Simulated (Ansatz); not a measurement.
Computed with Ansatz 0.2.0, DFT PBE, scalar-relativistic, plane waves, PAW. All cells share a 420 eV cutoff and Γ-centred k meshes spaced at most about 0.3 Å⁻¹ (about 0.25 or finer for metals, 2π included). No spin polarisation.

All energies are static (0 K, no zero-point motion).

Question: Order these relaxed structures of SnGe₄ by energy, lowest first, with the energy over the lowest of them.
A.

```
Sn Ge
1.0
    -3.81202    3.81202    1.83294
     3.81202   -3.81202    1.83294
     3.81202    3.81202   -1.83294
Sn Ge
1 4
Direct
  0.00000 0.00000 0.00000
  0.84098 0.62071 0.46169
  0.15902 0.37929 0.53831
  0.62071 0.15902 0.77973
  0.37929 0.84098 0.22027
```

B.

```
Sn Ge
1.0
     1.59629    0.92162   12.15164
    -1.59629    0.92162   12.15164
     0.00000   -1.84324   12.15164
Sn Ge
1 4
Direct
  0.50000 0.50000 0.50000
  0.09331 0.09331 0.09331
  0.69917 0.69917 0.69917
  0.30083 0.30083 0.30083
  0.90669 0.90669 0.90669
```

Answer: A (0 meV/atom), B (45 meV/atom). Forms: A I4/m; B R-3m. Counting Ge atoms around Sn (those within 1.25 times the shortest such distance or 1.15 times the sum of covalent radii; the shortest distance is added where it is long for a bond): A has Sn 12 from 3.1 Å; B has Sn 6 from 3.2 Å. Both come from invented guesses. The lowest form computed isn't among them: it has space group C2/m (No. 12), 22.4 Å³/atom and lies 74 meV/atom below the best shown. Even the lowest of the cells shown lies +0.26 eV/atom against the elements.

Cells relaxed within their symmetry can be saddle points. Some candidate types were left out of the draw beforehand, so a known form may be missing.
